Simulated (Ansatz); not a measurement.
# Ab initio dynamics of molten KCl (104 atoms)

Wanted: pair distributions and atomic motion in KCl (104 atoms) at high temperature.

Program: Ansatz 0.2.0. Level of theory: Kohn-Sham DFT, PBE+D3(BJ), PAW (set soft_2), plane waves. Results are calculated unless marked as measured.

### 1. The starting structure

The cell holds 104 atoms: 52 K and 52 Cl. Its edges and angles: a = 16.378 Å, b = 16.378 Å, c = 16.378 Å, α = 90.0°, β = 90.0°, γ = 90.0°. 104 atoms (52 K, 52 Cl) placed at random at 1.47 g/cm³, melted at 1800 K for 10 ps at fixed volume with the Lennard-Jones and Coulomb ion parameters for SPC/E (Joung and Cheatham, J. Phys. Chem. B 112, 9020 (2008)), full charges. Snapshot at the end of a hold of 20 ps at 1150 K and fixed volume. The density is the measured one of the melt at 1150 K (1.4653 g/cm³).

Before any run, some limits are plain. Sampling is at Γ alone, for a cell whose shortest periodic width is 16 Å.

### 2. Single point at the start

A single point comes first, to see the forces before anything moves.

Input file input.yaml:

```yaml
crystal:
  lattice:
    - [16.3778, 0.0, 0.0]
    - [0.0, 16.3778, 0.0]
    - [0.0, 0.0, 16.3778]
  atoms:
    - { symbol: K, position: [0.24827, 0.1828, 0.80299] }
    - { symbol: K, position: [0.15366, 0.19548, 0.02563] }
    - { symbol: K, position: [0.65193, 0.40438, 0.2625] }
    - { symbol: K, position: [0.94901, 0.04785, 0.9682] }
    - { symbol: K, position: [0.4529, 0.06654, 0.482] }
    - { symbol: K, position: [0.88625, 0.4565, 0.07746] }
    - { symbol: K, position: [0.50256, 0.51331, 0.67394] }
    - { symbol: K, position: [0.25511, 0.4909, 0.36393] }
    - { symbol: K, position: [0.29919, 0.906, 0.0313] }
    - { symbol: K, position: [0.01168, 0.04143, 0.37032] }
    - { symbol: K, position: [0.35122, 0.65857, 0.87785] }
    - { symbol: K, position: [0.80663, 0.61256, 0.51573] }
    - { symbol: K, position: [0.58466, 0.3912, 0.85552] }
    - { symbol: K, position: [0.00877, 0.52546, 0.41011] }
    - { symbol: K, position: [0.51399, 0.28805, 0.40944] }
    - { symbol: K, position: [0.75552, 0.06354, 0.25622] }
    - { symbol: K, position: [0.83157, 0.70393, 0.26245] }
    - { symbol: K, position: [0.97542, 0.0471, 0.73064] }
    - { symbol: K, position: [0.17214, 0.97209, 0.19913] }
    - { symbol: K, position: [0.78457, 0.56035, 0.82458] }
    - { symbol: K, position: [0.56423, 0.80658, 0.95178] }
    - { symbol: K, position: [0.52016, 0.59509, 0.40976] }
    - { symbol: K, position: [0.08539, 0.57552, 0.6908] }
    - { symbol: K, position: [0.44061, 0.15513, 0.05224] }
    - { symbol: K, position: [0.24168, 0.98526, 0.54803] }
    - { symbol: K, position: [0.80986, 0.85183, 0.77826] }
    - { symbol: K, position: [0.13863, 0.80584, 0.80809] }
    - { symbol: K, position: [0.33935, 0.65345, 0.20611] }
    - { symbol: K, position: [0.26117, 0.81916, 0.3709] }
    - { symbol: K, position: [0.04496, 0.731, 0.2802] }
    - { symbol: K, position: [0.84299, 0.29977, 0.49238] }
    - { symbol: K, position: [0.96831, 0.83561, 0.52239] }
    - { symbol: K, position: [0.2946, 0.37637, 0.62772] }
    - { symbol: K, position: [0.74192, 0.26797, 0.0064] }
    - { symbol: K, position: [0.47008, 0.95124, 0.7826] }
    - { symbol: K, position: [0.6142, 0.62091, 0.11061] }
    - { symbol: K, position: [0.706, 0.24316, 0.69943] }
    - { symbol: K, position: [0.65476, 0.8762, 0.45949] }
    - { symbol: K, position: [0.92035, 0.19413, 0.20759] }
    - { symbol: K, position: [0.42309, 0.38048, 0.1215] }
    - { symbol: K, position: [0.48076, 0.95566, 0.16784] }
    - { symbol: K, position: [0.81348, 0.06518, 0.52348] }
    - { symbol: K, position: [0.93616, 0.35999, 0.76902] }
    - { symbol: K, position: [0.11816, 0.26343, 0.56263] }
    - { symbol: K, position: [0.48866, 0.19892, 0.70182] }
    - { symbol: K, position: [0.27158, 0.6971, 0.57061] }
    - { symbol: K, position: [0.24271, 0.42878, 0.85598] }
    - { symbol: K, position: [0.91438, 0.80597, 0.00761] }
    - { symbol: K, position: [0.6825, 0.04155, 0.92993] }
    - { symbol: K, position: [0.07134, 0.35329, 0.23544] }
    - { symbol: K, position: [0.09468, 0.53676, 0.08764] }
    - { symbol: K, position: [0.24102, 0.18339, 0.26621] }
    - { symbol: Cl, position: [0.78953, 0.38702, 0.87864] }
    - { symbol: Cl, position: [0.64327, 0.10897, 0.58209] }
    - { symbol: Cl, position: [0.49095, 0.53523, 0.21916] }
    - { symbol: Cl, position: [0.25574, 0.36437, 0.20124] }
    - { symbol: Cl, position: [0.09864, 0.87792, 0.40135] }
    - { symbol: Cl, position: [0.144, 0.56254, 0.24925] }
    - { symbol: Cl, position: [0.96518, 0.86946, 0.84907] }
    - { symbol: Cl, position: [0.91341, 0.21364, 0.65018] }
    - { symbol: Cl, position: [0.15797, 0.33153, 0.73209] }
    - { symbol: Cl, position: [0.81666, 0.93838, 0.39405] }
    - { symbol: Cl, position: [0.49968, 0.22823, 0.22518] }
    - { symbol: Cl, position: [0.31623, 0.28671, 0.98356] }
    - { symbol: Cl, position: [0.49261, 0.9931, 0.98533] }
    - { symbol: Cl, position: [0.96754, 0.65081, 0.12358] }
    - { symbol: Cl, position: [0.0902, 0.1418, 0.18631] }
    - { symbol: Cl, position: [0.34209, 0.0752, 0.67878] }
    - { symbol: Cl, position: [0.00326, 0.32376, 0.08839] }
    - { symbol: Cl, position: [0.33202, 0.56437, 0.69038] }
    - { symbol: Cl, position: [0.45541, 0.75175, 0.07587] }
    - { symbol: Cl, position: [0.32391, 0.03959, 0.1402] }
    - { symbol: Cl, position: [0.62328, 0.39986, 0.06076] }
    - { symbol: Cl, position: [0.91462, 0.48739, 0.55927] }
    - { symbol: Cl, position: [0.37422, 0.24135, 0.51798] }
    - { symbol: Cl, position: [0.61695, 0.20866, 0.85125] }
    - { symbol: Cl, position: [0.31789, 0.65411, 0.39201] }
    - { symbol: Cl, position: [0.1705, 0.47816, 0.53856] }
    [... 20 atom lines left out ...]
    - { symbol: Cl, position: [0.41937, 0.3412, 0.78468] }
    - { symbol: Cl, position: [0.80489, 0.0974, 0.08889] }
    - { symbol: Cl, position: [0.04454, 0.0328, 0.55013] }
    - { symbol: Cl, position: [0.00162, 0.93282, 0.12117] }
    - { symbol: Cl, position: [0.81521, 0.81312, 0.61336] }
    - { symbol: Cl, position: [0.05162, 0.29229, 0.3948] }
kpoints:
  mp_grid: { grid: [1, 1, 1] }
hamiltonian:
  xc: pbe
  dispersion: d3bj
scf:
  occupations: { method: fermi_dirac, width: 0.099 }
output:
  forces: true
```

The run is started by

```sh
$ ansatz run input.yaml --threads 32 --pin off --max-ram 143360MiB --backend cuda --events-out ev --progress --plain --runs-dir out
```

Numbers of over 12 decimals in the logs are rounded to 6 here.

The log of the run:

```text
Engine: ansatz 0.2.0, aarch64-unknown-linux-gnu
Pseudopotentials: kind: paw
Pseudopotential: K, paw, valence charge 9, recommended cutoff 420 eV (normal), K.paw.azcp
Pseudopotential: Cl, paw, valence charge 7, recommended cutoff 420 eV (normal), Cl.paw.azcp
[... 5 lines on functional and potentials left out ...]
device memory: the entry about to start is reckoned to put 8.0 GiB on a device that reports 182.5 GiB free
GPU FFT provider: cuFFT
GPU libraries: cuBLAS 13.8.1, cuFFT 12.4.0, cuSOLVER 12.3.2
GPU matrix products: emulated (plane waves: as basis.precision tells), large ones in fixed point in workspaces of 1.00 GiB
Crystal: 104 atoms, lattice volume = 4393.056 Å³
Basis set: ecut = 420 eV, 85735 PW (Γ), exchange–correlation on 240×240×240 points (8 copies of the dense FFT grid, shifted against one another)
Bands: 520, of which v1, the nominal top of the filled ones, is band 416 counted from 1 (415 counted from 0)
Symmetry: 1 space group operations
Space group: P1 (ITA 1), of the structure as read, at distance tolerance 1.6e-4 Å
k-points: 1
[... 5 lines on functional and potentials left out ...]
Initial density: superposition of atomic densities (neutral atoms: chi_scale 0, normalization atom), corrected by the library's trained network
Initial wavefunctions: pseudopotential atomic-orbital guess
GPU buffer pool allocated for 1728000 grid points (all kernels)
GPU transforms: local potential and band sums: pruned to the plane-wave sphere, on 120×120×120
Functional: x = pbe(κ = 0.804, μ = 0.219515), c = pbe(β = 0.066725)
SCF iter   1: F=—  HF=-136296.616129 eV  |F-HF|=—  |Δ(HF+E_count)|=         —  Δρ=7.63e-4  dr2=9.75e-2  ethr=1.77e-3  ⟨swp⟩=8.0  Hψ=2207  notcnv=0  defer=29
preconditioner: auto → Resta (q_TF=auto, 2.068 Å⁻¹)  ε∞=2.3  [insulator: Δε(μ)=2.996 eV  Ē_g=13.473 eV  σ=0.099 eV  W_gap=1.00  n_scr=690 (ndim 8)  ℏωp=15.1 eV  f_vac=0.272  D(μ)=0.00/eV (n_scr^D=0)  ε∞_Penn≈2.3]
SCF iter   2: F=—  HF=-136296.612826 eV  |F-HF|=—  |Δ(HF+E_count)|=   3.30e-3  Δρ=3.46e-4  dr2=2.15e-2  ethr=1.17e-5  ⟨swp⟩=3.0  Hψ=906  notcnv=0  defer=29
SCF iter   3: F=—  HF=-136296.610214 eV  |F-HF|=—  |Δ(HF+E_count)|=   2.61e-3  Δρ=1.29e-4  dr2=3.12e-3  ethr=2.58e-6  ⟨swp⟩=2.0  Hψ=594  notcnv=0
automatic band count: iteration 3 solves 482 bands in place of 520: the levels show a gap, and the empty bands left out lie too high to hold charge; the band table lists the bands solved (type scf.n_extra_bands for more)
SCF iter   4: F=—  HF=-136296.612147 eV  |F-HF|=—  |Δ(HF+E_count)|=   1.93e-3  Δρ=4.84e-5  dr2=1.72e-4  ethr=3.75e-7  ⟨swp⟩=2.0  Hψ=796  notcnv=0
SCF iter   5: F=—  HF=-136296.609653 eV  |F-HF|=—  |Δ(HF+E_count)|=   2.49e-3  Δρ=1.43e-5  dr2=1.73e-5  ethr=2.06e-8  ⟨swp⟩=2.0  Hψ=846  notcnv=0  defer=53
SCF iter   6: F=-136296.609658 eV  HF=-136296.609658 eV  |F-HF|=7.98e-8  |Δ(HF+E_count)|=   5.01e-6  Δρ=3.30e-6  dr2=8.62e-7  ethr=1.20e-10  ⟨swp⟩=2.0  Hψ=1649  notcnv=0
SCF 1 converged in 6 iterations: F = -136296.609658 eV  dr2 = 8.62e-7
  greatest PAW one-centre occupation: 0.988 electrons in one spin orbital (limit 2), on the K atom at site 49 (counted from 0), in its partial waves of l = 0
SCF converged after 6 iterations
Free energy (F): -136296.609658 eV
Harris-Foulkes:  -136296.609658 eV  (|F-HF|=7.98e-8)
Internal energy: -136296.609656 eV  (E = F + TS)
E sigma→0 (E₀):  -136296.609657 eV
Entropy (-TS):   -0.000002 eV (-0.000 meV/atom)
Fermi energy:    1.738471 eV
--- Per-component energies (eV) ---
  E_band       = -8418.623599
  E_kinetic    = 21597.574589
  E_local      = -57776.916793  (includes V_loc(G=0)·N_el)
  E_nonlocal   = 2132.605814
  E_hartree    = 20958.080295
  E_xc         = -12626.150695
  E_vxc        = -14951.448948  (∫ρ·V_xc dr)
  E_paw        = -74938.115981  (= ΣΔE_a)
  E_vpaw       = -1336.609668  (= ΣTr[D̂ρ^β])
  E_aug_tail   = 0.004489  (compensation charges beyond the density's cutoff)
  E_ewald      = -35628.864820
  E_disp       = -14.826554  (pairwise vdW)
  E_smearing   = -0.000002  (= −TS)
  E_closure    = -0.000000  (closes the sum)
  Σ components = -136296.609658   (vs F -136296.609658, Δ=0.00e0)
--- Forces (eV/Å), atoms counted from 1 ---
[... 104 lines of forces left out ...]
  max |Σ_I F_I| component: 1.48e-4 eV/Å
```

Wall time 1.9 s (1 × NVIDIA GB200 with 32 threads of Arm Neoverse V2, shared host); peak memory 1.7 GiB; 5.5 s of CPU time.

That memory is the host's; the program planned up to 8 GiB on the GPU. Forces of this run were stored rounded, and per-atom blocks of the log weren't kept.

Numbers from this run:

```
free energy            : -136296.6097 eV
free energy per atom   : -1310.5443 eV/atom
SCF cycles             : 6
r.m.s. force component : 0.2801 eV/Å
longest force          : 1.059 eV/Å
Fermi energy           : 1.738 eV
```

The r.m.s. force component of 0.28 eV/Å sets the starting point.

Neighbours are counted within 3.93 Å (Cl-K).

Length of the force by element and coordination:

```tsv
element	coordination	atoms	mean length of the force (eV/Å)	spread	least	most
Cl	all	52	0.426	0.178	0.117	1.06
Cl	3	6	0.382	0.097	0.243	0.555
Cl	4	17	0.441	0.157	0.177	0.806
Cl	5	23	0.434	0.214	0.117	1.06
Cl	6	6	0.394	0.127	0.235	0.641
K	all	52	0.456	0.222	0.0913	0.961
K	2	1	0.354	0	0.354	0.354
K	3	3	0.415	0.109	0.335	0.570
K	4	20	0.437	0.190	0.216	0.961
K	5	22	0.456	0.24	0.0913	0.889
K	6	6	0.557	0.275	0.238	0.927
```

### 3. Brought to 1150 K

A Langevin thermostat brings the cell to the temperature of interest.

Edit input.yaml of step 2 so:

```diff
@@ -16 +16,8 @@
   forces: true
+md:
+  timestep: 2
+  n_steps: 370
+  ensemble: nvt_langevin
+  temperature: 1150
+  initial_velocities: maxwell_boltzmann
+  seed: 5332
```

The log of the run:

```text
Warning: md: disabling space-group detection — thermal motion breaks the input geometry's symmetry, so no spatial operation reduces the k-mesh or symmetrises the density; time reversal is kept, so that k and −k are solved as one point where they differ and the mesh holds both, and exact exchange and, on two spinor components, a DFT+U term hold to it where the run has them: [...]
[...]
Crystal: 104 atoms, lattice volume = 4393.056 Å³
Basis set: ecut = 420 eV, 85735 PW (Γ), exchange–correlation on 240×240×240 points (8 copies of the dense FFT grid, shifted against one another)
Bands: 520, of which v1, the nominal top of the filled ones, is band 416 counted from 1 (415 counted from 0)
Symmetry: 1 space group operations
k-points: 1
[...]
SCF iter   1: F=—  HF=-136296.616126 eV  |F-HF|=—  |Δ(HF+E_count)|=         —  Δρ=7.63e-4  dr2=9.75e-2  ethr=1.77e-3  ⟨swp⟩=8.0  Hψ=2207  notcnv=0  defer=29
[...]
SCF iter   2: F=—  HF=-136296.612849 eV  |F-HF|=—  |Δ(HF+E_count)|=   3.28e-3  Δρ=3.46e-4  dr2=2.15e-2  ethr=1.17e-5  ⟨swp⟩=3.0  Hψ=906  notcnv=0  defer=29
[...]
SCF iter   8: F=-136296.609658 eV  HF=-136296.609658 eV  |F-HF|=3.38e-9  |Δ(HF+E_count)|=   3.39e-8  Δρ=2.87e-7  dr2=6.56e-9  ethr=1.20e-11  ⟨swp⟩=4.0  Hψ=1326  notcnv=0
SCF 1 converged in 8 iterations: F = -136296.609658 eV  dr2 = 6.56e-9
[...]
md step     0: t =     0.00 fs  T =  1138.9 K  F+E_penalty+E_count = -136296.60965783 eV  E_kin = 15.310847 eV  (8 SCF iters)
[... from here on, the SCF cycles and remarks between the steps are left out ...]
md step     1: t =     2.00 fs  T =  1127.4 K  F+E_penalty+E_count = -136296.63211170 eV  E_kin = 15.155238 eV  (6 SCF iters)
md step    28: t =    56.00 fs  T =   884.1 K  F+E_penalty+E_count = -136293.57418847 eV  E_kin = 11.885632 eV  (5 SCF iters)
md step    56: t =   112.00 fs  T =  1003.9 K  F+E_penalty+E_count = -136294.83021086 eV  E_kin = 13.495049 eV  (5 SCF iters)
md step    84: t =   168.00 fs  T =   951.8 K  F+E_penalty+E_count = -136291.51473665 eV  E_kin = 12.794501 eV  (5 SCF iters)
md step   112: t =   224.00 fs  T =  1225.7 K  F+E_penalty+E_count = -136291.66532481 eV  E_kin = 16.476891 eV  (5 SCF iters)
md step   140: t =   280.00 fs  T =  1142.4 K  F+E_penalty+E_count = -136291.24286876 eV  E_kin = 15.357006 eV  (6 SCF iters)
md step   168: t =   336.00 fs  T =  1187.2 K  F+E_penalty+E_count = -136290.58851148 eV  E_kin = 15.959504 eV  (5 SCF iters)
md step   196: t =   392.00 fs  T =  1178.5 K  F+E_penalty+E_count = -136290.34852062 eV  E_kin = 15.842368 eV  (5 SCF iters)
md step   224: t =   448.00 fs  T =  1039.2 K  F+E_penalty+E_count = -136291.96739226 eV  E_kin = 13.970308 eV  (5 SCF iters)
md step   252: t =   504.00 fs  T =  1044.6 K  F+E_penalty+E_count = -136289.81858174 eV  E_kin = 14.043209 eV  (5 SCF iters)
md step   280: t =   560.00 fs  T =  1240.0 K  F+E_penalty+E_count = -136290.67763428 eV  E_kin = 16.669756 eV  (6 SCF iters)
md step   308: t =   616.00 fs  T =  1068.3 K  F+E_penalty+E_count = -136291.01532143 eV  E_kin = 14.360616 eV  (5 SCF iters)
md step   336: t =   672.00 fs  T =  1137.9 K  F+E_penalty+E_count = -136291.53086059 eV  E_kin = 15.297171 eV  (5 SCF iters)
md step   360: t =   720.00 fs  T =   993.3 K  F+E_penalty+E_count = -136290.80429527 eV  E_kin = 13.352627 eV  (6 SCF iters)
md step   364: t =   728.00 fs  T =  1021.6 K  F+E_penalty+E_count = -136290.82196937 eV  E_kin = 13.733128 eV  (5 SCF iters)
md step   368: t =   736.00 fs  T =  1095.3 K  F+E_penalty+E_count = -136290.78813680 eV  E_kin = 14.723945 eV  (5 SCF iters)
md step   369: t =   738.00 fs  T =  1105.0 K  F+E_penalty+E_count = -136290.78570999 eV  E_kin = 14.854668 eV  (5 SCF iters)
md step   370: t =   740.00 fs  T =  1111.7 K  F+E_penalty+E_count = -136290.78805402 eV  E_kin = 14.944948 eV  (6 SCF iters)
SCF converged after 6 iterations
Free energy (F): -136290.788054 eV
[...]
Internal energy: -136290.788028 eV  (E = F + TS)
E sigma→0 (E₀):  -136290.788041 eV
Entropy (-TS):   -0.000026 eV (-0.000 meV/atom)
Fermi energy:    1.910873 eV
[...]
--- Forces (eV/Å), atoms counted from 1 ---
[... 104 lines of forces left out ...]
  max |Σ_I F_I| component: 8.83e-5 eV/Å
--- MD trajectory: 370 steps, t = 0.0 → 740.0 fs ---
  final state: T = 1111.7 K   F+E_penalty+E_count = -136290.78805402 eV   E_kin = 14.944948 eV
```

Run time: 3.3 min. Hardware: 1 × NVIDIA GB200 with 32 threads; peak memory 1.7 GiB; 15 min of CPU time.

That memory is the host's.

The program notes that it switched symmetry off.

The trajectory, sampled:

```tsv
time (fs)	T (K)	potential (meV/atom)
0.0	1139	0.0
48.0	920	27.3
104.0	992	16.0
144.0	1146	32.0
200.0	1046	46.1
246.0	1145	49.7
296.0	1199	48.1
344.0	1155	62.4
392.0	1178	60.2
440.0	1087	47.4
492.0	1020	62.9
536.0	1239	65.4
592.0	1040	54.5
640.0	988	52.3
696.0	1025	47.8
740.0	1112	56.0
```

Mean square displacement from the first frame to the last: K 1.8 Å², Cl 2.0 Å².

Mean square displacement against time lag:

```tsv
time lag (fs)	Cl (Å²)	K (Å²)
2	3.0e-4	2.7e-4
16	0.0182	0.0163
32	0.0673	0.0601
48	0.138	0.123
62	0.211	0.187
78	0.299	0.265
94	0.387	0.343
108	0.462	0.409
124	0.544	0.480
140	0.620	0.545
154	0.683	0.599
170	0.751	0.657
186	0.815	0.710
200	0.871	0.754
216	0.934	0.801
232	0.995	0.847
246	1.05	0.885
262	1.11	0.927
278	1.16	0.968
292	1.21	1.00
308	1.26	1.04
324	1.30	1.08
338	1.34	1.11
354	1.38	1.14
370	1.41	1.18
```

Over the second half of 740 fs the temperature averages 1093 K with swings of 68 K r.m.s. From first frame to last Cl has the largest mean square displacement, 2.0 Å² at the end; the farthest move is 3.61 Å. The run spans 0.74 ps, too short for its means to be equilibrium values.

(Part 1 of 3 ends here.)

[Logs are printed without paths, hosts, clocks, repeated set-up lines and the standing remarks that a program may print on its own settings, such as how far it seeks lower states.]

[Hosts, paths, dates, database ids (printed as entryN), source tags and the programs' standing remarks are cut or masked in the printed files.]
